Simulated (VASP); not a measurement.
# Re (P6_3/mmc) in VASP: relaxation of cell and atoms with LDA

Aim: the relaxation of cell and atoms of Re with LDA.

Program: VASP 6.6.1. These are calculated values, not measurements. Logs are shortened: lines on timing, memory, paths and dates and some standing lists are left out, and cuts for length are marked.

**1. The crystal as given**

It takes space group P6_3/mmc (No. 194, hexagonal). Conventional cell: a = 2.738 Å, b = 2.738 Å, c = 4.432 Å, α = 90.00°, β = 90.00°, γ = 120.00°. Around Re (site symmetry -6m2) lie 12 Re at 2.72 to 2.74 Å.

**2. Relaxation of cell and atoms, LDA**

Input file INCAR:

```
  PREC = Accurate
  ENCUT = 600
  EDIFF = 1E-7
  ISMEAR = 1
  SIGMA = 0.1
  LREAL = False
  LASPH = True
  NELM = 80
  ALGO = Normal
  ISIF = 3
  LWAVE = False
  LCHARG = False
  IBRION = 2
  NSW = 90
  EDIFFG = -0.005
```

Input file KPOINTS:

```
Automatic mesh
0
Gamma
  15 15 8
```

Input file POSCAR:

```
Re                                      
1.0
    2.7382842593     -0.0000000000     -0.0000000000
   -1.3691421296      2.3714237267      0.0000000000
   -0.0000000000      0.0000000000      4.4323546940
  Re            
     2
Direct
     0.3333333300000021    0.6666666699999979    0.2500000000000000
     0.6666666699999979    0.3333333300000021    0.7500000000000000
```

Potentials or basis: VASP PAW LDA potentials, release 64 (Re).

On the command line:

```sh
> cat potpaw_LDA.64/Re/POTCAR > POTCAR
> mpirun -np 1 vasp_std > vasp.out
```

OUTCAR:

```text
PREC = Accurate
   ENCUT = 600
   EDIFF = 1E-7
   ISMEAR = 1
   LREAL = False
   LASPH = True
   NELM = 80
   ISIF = 3
   IBRION = 2
   NSW = 90
   EDIFFG = -0.005

 ion  position               nearest neighbor table
   1  0.333  0.667  0.250-   2 2.72   2 2.72   2 2.72   2 2.72   2 2.72   2 2.72
   2  0.667  0.333  0.750-   1 2.72   1 2.72   1 2.72   1 2.72   1 2.72   1 2.72

  LATTYP: Found a hexagonal cell.
 ALAT       =     2.7382842593
 C/A-ratio  =     1.6186612763

  Lattice vectors:

 A1 = (   2.7382842593,   0.0000000000,   0.0000000000)
 A2 = (  -1.3691421296,   2.3714237267,   0.0000000000)
 A3 = (   0.0000000000,   0.0000000000,   4.4323546940)

Analysis of symmetry for initial positions (statically):
=====================================================================
 Subroutine PRICEL returns:
 Original cell was already a primitive cell.

 Routine SETGRP: Setting up the symmetry group for a
 hexagonal supercell.

 Subroutine GETGRP returns: Found 24 space group operations
 (whereof 12 operations were pure point group operations)
 out of a pool of 24 trial point group operations.

The static configuration has the point symmetry D_3d.
 The point group associated with its full space group is D_6h.

Analysis of symmetry for dynamics (positions and initial velocities):
=====================================================================
 Subroutine PRICEL returns:
 Original cell was already a primitive cell.

 Routine SETGRP: Setting up the symmetry group for a
 hexagonal supercell.

 Subroutine GETGRP returns: Found 24 space group operations
 (whereof 12 operations were pure point group operations)
 out of a pool of 24 trial point group operations.

The dynamic configuration has the point symmetry D_3d.
 The point group associated with its full space group is D_6h.

 Subroutine INISYM returns: Found 24 space group operations
 (whereof 12 operations are pure point group operations),
 and found     1 'primitive' translations

----------------------------------------------------------------------------------------

                                     Primitive cell

  volume of cell :      28.7821

  direct lattice vectors                    reciprocal lattice vectors
     2.738284259  0.000000000  0.000000000     0.365192181  0.210843804  0.000000000
    -1.369142130  2.371423727  0.000000000     0.000000000  0.421687608  0.000000000
     0.000000000  0.000000000  4.432354694     0.000000000  0.000000000  0.225613713

  length of vectors
     2.738284259  2.738284255  4.432354694     0.421687608  0.421687608  0.225613713

  position of ions in fractional coordinates (direct lattice)
     0.333333330  0.666666670  0.250000000
     0.666666670  0.333333330  0.750000000

  ion indices of the primitive-cell ions
   primitive index   ion index
                 1           1
                 2           2

----------------------------------------------------------------------------------------

 KPOINTS: Automatic mesh

Automatic generation of k-mesh.
 Grid dimensions read from file:
 generate k-points for:   15   15    8

 Generating k-lattice:

  Cartesian coordinates                     Fractional coordinates (reciprocal lattice)
     0.024346145  0.014056254  0.000000000     0.066666667  0.000000000  0.000000000
     0.000000000  0.028112507  0.000000000     0.000000000  0.066666667  0.000000000
     0.000000000  0.000000000  0.028201714     0.000000000  0.000000000  0.125000000

  Length of vectors
     0.028112507  0.028112507  0.028201714

  Shift w.r.t. Gamma in fractional coordinates (k-lattice)
     0.000000000  0.000000000  0.000000000

 Subroutine IBZKPT returns following result:
 ===========================================

 Found    135 irreducible k-points:

 Following reciprocal coordinates:
            Coordinates               Weight
  0.000000  0.000000  0.000000      1.000000
  0.066667 -0.000000  0.000000      6.000000
  0.133333 -0.000000  0.000000      6.000000
  0.200000 -0.000000  0.000000      6.000000
  0.266667 -0.000000  0.000000      6.000000
  0.333333 -0.000000  0.000000      6.000000
[... 16 lines left out ...]
  0.333333  0.200000  0.000000     12.000000
  0.400000  0.200000  0.000000      6.000000
 [... further k-points ...]
   k-points           NKPTS =    135   k-points in BZ     NKDIM =    135   number of bands    NBANDS=     11
   number of dos      NEDOS =    301   number of ions     NIONS =      2
   total plane-waves  NPLWV =  20736
   dimension x,y,z NGX =    24 NGY =   24 NGZ =   36
   dimension x,y,z NGXF=    48 NGYF=   48 NGZF=   72
   ions per type =               2
   NGX,Y,Z   is equivalent  to a cutoff of  14.57, 14.57, 13.50 a.u.
   NGXF,Y,Z  is equivalent  to a cutoff of  29.14, 29.14, 27.01 a.u.
 SYSTEM =  unknown system
   PREC   = accura    normal or accurate (medium, high low for compatibility)
   ISTART =      0    job   : 0-new  1-cont  2-samecut
   ICHARG =      2    charge: 1-file 2-atom 10-const
   ISPIN  =      1    spin polarized calculation?
   LNONCOLLINEAR =      F non collinear calculations
   LSORBIT =      F    spin-orbit coupling
   LASPH  =      T    aspherical Exc in radial PAW
   ENCUT  =  600.0 eV  44.10 Ry    6.64 a.u.   5.47  5.47  8.85*2*pi/ulx,y,z
   NELM   =     80;   NELMIN=  2; NELMDL= -5     # of ELM steps
   EDIFF  = 0.1E-06   stopping-criterion for ELM
   LREAL  =      F    real-space projection
   EDIFFG = -.5E-02   stopping-criterion for IOM
   NSW    =     90    number of steps for IOM
   IBRION =      2    ionic relax: 0-MD 1-quasi-New 2-CG
   NFREE  =      1    steps in history (QN), initial steepest desc. (CG)
   ISIF   =      3    stress and relaxation
   ISYM   =      2    0-nonsym 1-usesym 2-fastsym
   POTIM  = 0.5000    time-step for ionic-motion
   TEBEG  =    0.0;   TEEND  =   0.0 temperature during run
   PSTRESS=    0.0 pullay stress
   NELECT =      14.0000    total number of electrons
   NUPDOWN=      -1.0000    fix difference up-down
   EMIN   =  10.00;   EMAX   =-10.00  energy-range for DOS
   EFERMI =   0.00;   METHOD = LEGACY
   ISMEAR =     1;   SIGMA  =   0.10  broadening in eV -4-tet -1-fermi 0-gaus
   EFERMI_NEDOS =   21; number of points for ismear=-14 and -15
   IALGO  =     38    algorithm
   IMIX   =      4    mixing-type and parameters
     AMIX     =   0.40;   BMIX     =  1.00
     AMIX_MAG =   1.60;   BMIX_MAG =  1.00
  volume/ion in A,a.u.               =      14.39        97.12
  Fermi-wavevector in a.u.,A,eV,Ry     =   1.287489  2.433001 22.553388  1.657627
  Thomas-Fermi vector in A             =   2.419500
   LORBIT       =      0    0 simple, 1 ext, 2 COOP (PROOUT), +10 PAW based schemes
   GGA     = CA    functional components
   LHFCALC =     F    Hartree Fock is set to
   AEXX    =    0.0000 exact exchange contribution
   IVDW    =     0    specifies the selected vdW correction
   LEPSILON=     F    determine dielectric tensor
   LRPA    =     F    only Hartree local field effects (RPA)
 conjugate gradient relaxation of ions
 non-spin polarized calculation
 Methfessel and Paxton  Order N= 1 SIGMA  =   0.10
  energy-cutoff  :      600.00
  volume of cell :       28.78
 maximum number of plane-waves:       989
 NGX is ok and might be reduce to    24
   NGX = 11   NGY = 11   NGZ = 17

--------------------------------------- Ionic step        1  -------------------------------------------

 number of electron      14.0000000 magnetization

 Free energy of the ion-electron system (eV)
  ---------------------------------------------------
  ext. energy  EPLUGINS =         0.00000000
  ---------------------------------------------------
  free energy    TOTEN  =       -27.53084420 eV

  energy without entropy =      -27.53106228  energy(sigma->0) =      -27.53091689

------------------------ aborting loop because EDIFF is reached ----------------------------------------

  FORCE on cell =-STRESS in cart. coord.  units (eV):
  Direction    XX          YY          ZZ          XY          YZ          ZX
  --------------------------------------------------------------------------------------
  -------------------------------------------------------------------------------------
  Total        0.0172966      0.0172966      0.0178136      0.0000000     -0.0000000      0.0000000
  in kB        0.9628288      0.9628288      0.9916071      0.0000000     -0.0000000      0.0000000
  external PRESSURE =       0.9724216 kB  Pullay stress =       0.0000000 kB
[... 57 lines left out ...]
  energy  without entropy=      -27.5310447234  energy(sigma->0) =      -27.53088600

--------------------------------------- Ionic step        3  -------------------------------------------

 number of electron      14.0000000 magnetization

 Free energy of the ion-electron system (eV)
  ---------------------------------------------------
  ext. energy  EPLUGINS =         0.00000000
  ---------------------------------------------------
  free energy    TOTEN  =       -27.53084618 eV

  energy without entropy =      -27.53106916  energy(sigma->0) =      -27.53092051

 E-fermi :   8.0947     XC(G=0): -13.9616

 val. band max:        8.0849516066   @ k =   0.3333   0.3333   0.0000
 cond. band min:       8.0963671385   @ k =   0.1333  -0.0000   0.0000
 fundamental gap:      0.0114155319
 Fermi energy:         8.0946815669

 k-point     1 :       0.0000    0.0000    0.0000
  band No.  band energies     occupation
      1      -1.8163      2.00000
      2       1.3522      2.00000
      3       6.4338      2.00000
      4       6.4667      2.00000
      5       6.4667      2.00000
      6       7.3255      2.00000
      7       7.3255      2.00000
      8       8.3064     -0.01074
      9       8.3064     -0.01074
     10       8.8933     -0.00000
     11      11.5720      0.00000
[... 309 lines left out ...]
 k-point    24 :       0.4000    0.2000    0.0000
  band No.  band energies     occupation
      1       2.7612      2.00000
      2       3.2119      2.00000
      3       3.2587      2.00000
      4       5.4236      2.00000
      5       5.7889      2.00000
      6       6.3956      2.00000
      7       7.7732      2.00005
      8      11.1745      0.00000
      9      11.9188      0.00000
     10      11.9357      0.00000
     11      14.9820      0.00000

 [... further k-points ...]
[... 5 lines left out ...]
  --------------------------------------------------------------------------------------
  -------------------------------------------------------------------------------------
  Total       -0.0013998     -0.0013998     -0.0007454     -0.0000000      0.0000000     -0.0000000
  in kB       -0.0779046     -0.0779046     -0.0414852     -0.0000000      0.0000000     -0.0000000
  external PRESSURE =      -0.0657648 kB  Pullay stress =       0.0000000 kB
[... 17 lines left out ...]
  FREE ENERGIE OF THE ION-ELECTRON SYSTEM (eV)
  ---------------------------------------------------
  free  energy   TOTEN  =       -27.5308461819 eV

  energy  without entropy=      -27.5310691612  energy(sigma->0) =      -27.53092051

 reached required accuracy - stopping structural energy minimisation
```

Wall time 42 s (1 thread of Intel Xeon Platinum 8559C (Emerald Rapids), shared host); peak memory 0.18 GiB.

What came out:

```yaml
Free_energy: -27.5308 eV
Relaxed_volume: 14.39 Å³/atom
Relaxed_cell: a = 2.738 Å, b = 2.738 Å, c = 4.433 Å, α = 90.00°, β = 90.00°, γ = 120.00°
Space_group_after_relaxing_to_0.05_Å: P6_3/mmc (No. 194)
Energy_gained_by_relaxing: 0.0 meV/atom
Ionic_steps: 3
Pressure_after_relaxing: 0.0 GPa
Band_gap_on_the_k_mesh: none (metal or under the smearing width)
```

Final structure:
```
CELL_PARAMETERS angstrom
2.73849 0.00000 0.00000
-1.36925 2.37160 0.00000
0.00000 0.00000 4.43270
ATOMIC_POSITIONS crystal
Re 0.33333 0.66667 0.25000
Re 0.66667 0.33333 0.75000
```

Levels at points of the mesh, in eV from the Fermi level:
```
           k point  band 4  band 5  band 6  band 7  band 8  band 9  band 10  band 11
(0.00, 0.00, 0.00)   -1.63   -1.63   -0.77   -0.77    0.21    0.21     0.80     3.48
(0.00, 0.00, 0.50)   -2.42   -1.76   -1.76   -1.76   -1.76    2.64     2.64     2.64
```

Spin-orbit coupling is left out, which matters for the levels of Re.
